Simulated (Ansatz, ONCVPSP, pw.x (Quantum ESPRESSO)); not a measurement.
# What a changed setting does to a pw.x run (fcc Ta)

Potential: optimised norm-conserving Vanderbilt (ONCV), ONCVPSP 4.0.1.1 (patched build), PBE; core [Kr] 4d10 4f14, reference 5s2 5p6 5d3 6s1.75; waves: 5s+6s: rc 1.85 bohr, ncon 3, nbas 8, qcut 5.9 1/bohr, 2 projectors; 5p: rc 1.55 bohr, ncon 4, nbas 8, qcut 7.7 1/bohr, 2 projectors, debl 0.2 Ha; 5d: rc 1.90 bohr, ncon 4, nbas 7, qcut 6 1/bohr, 2 projectors, debl 3.9 Ha; local part: polynomial inside 1.30 bohr (lpopt 5, dvloc0 6 Ha); core correction: Teter function, fcfact 5.25, rcfact 1.15. In the p channel the program set the typed energies aside and used -1.510, 0.250 Ha.

The reference run (k-mesh 13³, cutoffs 65/260 Ry, Fermi–Dirac 0.01 Ry, mixing_beta 0.4, conv_thr 1e-9, no spin) gives -2.66 GPa at 18.931 Å³/atom, where all-electron LAPW gives -0.85 GPa. This run, with its own iteration cap, changes nbnd to 10.

```
&control
  calculation='scf', prefix='x', pseudo_dir='./', outdir='./tmp', tstress=.true., disk_io='none'
/
&system
  ibrav=0, nat=1, ntyp=1, ecutwfc=65, ecutrho=260, nbnd=10,
  occupations='smearing', smearing='fd', degauss=0.01
/
&electrons
  conv_thr=1e-09, mixing_beta=0.4, electron_maxstep=60
/
ATOMIC_SPECIES
Ta 1.0 Ta.UPF
CELL_PARAMETERS angstrom
  0.00000000 2.11534489 2.11534489
  2.11534489 0.00000000 2.11534489
  2.11534489 2.11534489 0.00000000
ATOMIC_POSITIONS crystal
Ta 0.0000 0.0000 0.0000
K_POINTS automatic
13 13 13 0 0 0
```

```bash
pw.x < Ta.scf.in > Ta.scf.out
```

Q: How does the run end?

A: It converges in 8 iterations; the free energy moves by +0.0 meV/atom and the pressure by +0.00 GPa. The result is that of the reference run.

```
Message from routine setup:
     using ibrav=0 with symmetry is DISCOURAGED, use correct ibrav instead
     lattice parameter (alat)  =       5.6532  a.u.
     unit-cell volume          =     127.7527 (a.u.)^3
     number of electrons       =        13.00
     number of Kohn-Sham states=           10
     kinetic-energy cutoff     =      65.0000  Ry
     charge density cutoff     =     260.0000  Ry
     scf convergence threshold =      1.0E-09
     Exchange-correlation= PBE
     number of k points=    84  Fermi-Dirac smearing, width (Ry)=  0.0100
     iteration #  1     ecut=    65.00 Ry     beta= 0.40
     total energy              =    -125.71600108 Ry
     estimated scf accuracy    <       0.10429217 Ry
     iteration #  2     ecut=    65.00 Ry     beta= 0.40
     total energy              =    -125.71381209 Ry
     estimated scf accuracy    <       0.01628010 Ry
     iteration #  3     ecut=    65.00 Ry     beta= 0.40
     total energy              =    -125.71714801 Ry
     estimated scf accuracy    <       0.00045136 Ry
     [... 2 iterations left out ...]
     iteration #  6     ecut=    65.00 Ry     beta= 0.40
     total energy              =    -125.71719195 Ry
     estimated scf accuracy    <       0.00000006 Ry
     iteration #  7     ecut=    65.00 Ry     beta= 0.40
     total energy              =    -125.71719196 Ry
     estimated scf accuracy    <          2.0E-09 Ry
     iteration #  8     ecut=    65.00 Ry     beta= 0.40
     the Fermi energy is    17.7532 ev
!    total energy              =    -125.71719196 Ry
     estimated scf accuracy    <          5.2E-11 Ry
     smearing contrib. (-TS)   =      -0.00540145 Ry
     The total energy is F=E-TS. E is the sum of the following terms:
     one-electron contribution =     -20.24368996 Ry
     hartree contribution      =      15.37623701 Ry
     xc contribution           =     -23.92667496 Ry
     ewald contribution        =     -96.91766261 Ry
     convergence has been achieved in   8 iterations
          total   stress  (Ry/bohr**3)                   (kbar)     P=      -26.55
     Message from routine punch:
     Nothing written, as per user request (disk_io='none')
```

The run took about 23 s on one core of a shared host (Neoverse-N1, 64 threads, 124 GiB, load 60).
